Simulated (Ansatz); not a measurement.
Worked example: C3H9N + C2H6MgO → C2H7NO + C3H8Mg

Gas-phase species: C3H9N (propylamine) `CCCN`, singlet; C2H6MgO `C[CH2][Mg][OH]`, singlet; C2H7NO (ethanolamine) `NCCO`, singlet; C3H8Mg `C[CH2][Mg][CH3]`, singlet. The partners trade CH3 for OH: C–CH3 and Mg–OH bonds give way to C–OH and Mg–CH3.

Shapes, held fixed at every level: PBE0-D4/def2-TZVP. Flexible molecules stand in one conformer, not always the lowest. Programs: Ansatz 0.2.0. Electronic energies: no zero-point or thermal term.

At CCSD(T)/def2-TZVPP; 1 Eh = 2625.50 kJ/mol:

```
species  energy (Eh)
  C3H9N  -174.182789
C2H6MgO  -354.657287
 C2H7NO  -210.068977
 C3H8Mg  -318.704743
```

Q: Work out ΔE of the reaction at this level.

A: 
1. Products less reactants: (-210.068977) + (-318.704743) − [(-174.182789) + (-354.657287)] = 0.066356 Eh = +174.2 kJ/mol.

Other levels give +169.5 (PBE0-D4/def2-TZVPP) to +184.5 kJ/mol (MP2/def2-TZVPP). No measured value is set beside it here. Outer-core shells of Mg are correlated, in sets that cover them unevenly. Sets without diffuse functions underbind ionic bonds of s-block metals.
